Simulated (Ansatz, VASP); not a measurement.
**One calculation of TaN, two programs**

```xyz
2
Lattice="2.9956 0.0000 0.0000 -1.4978 2.5943 0.0000 0.0000 0.0000 2.9395" Properties=species:S:1:pos:R:3 pbc="T T T"
Ta    0.0000    1.7295    1.4698
N     0.0000    0.0000    0.0000
```

Change from the starting cell: volume scaled by 1.06, ions relaxed.

Alike in both runs: functional PBE; k mesh 18 × 18 × 16; occupations fermi-dirac, width 0.05 eV; collinear spin.

Ansatz relaxed the structure, and its values are those at the end. VASP's run is a single point on that final structure, the one shown.

|  | VASP | Ansatz |
| --- | --- | --- |
| version | VASP 6.6.1 | Ansatz 0.2.0 |
| potentials or method | VASP PAW PBE potentials, release 64 (Ta_pv, N) | plane-wave PAW, scalar-relativistic |
| plane-wave cutoff (eV) | 520 | 420 |
| valence electrons in the cell | 16 | 18 |

VASP gave:

```
pressure (GPa)           : -13.2
net moment per atom (μB) : 0.00
```

Problem. Which values does Ansatz return?

Solution. Pressure (GPa): -13.7; net moment per atom (μB): 0.00.

The two sets of potentials don't hold the same shells in valence. Ansatz warned: «gradients_without_spin_orbit».

The runs have no spin-orbit coupling, so splittings on Ta are missing.
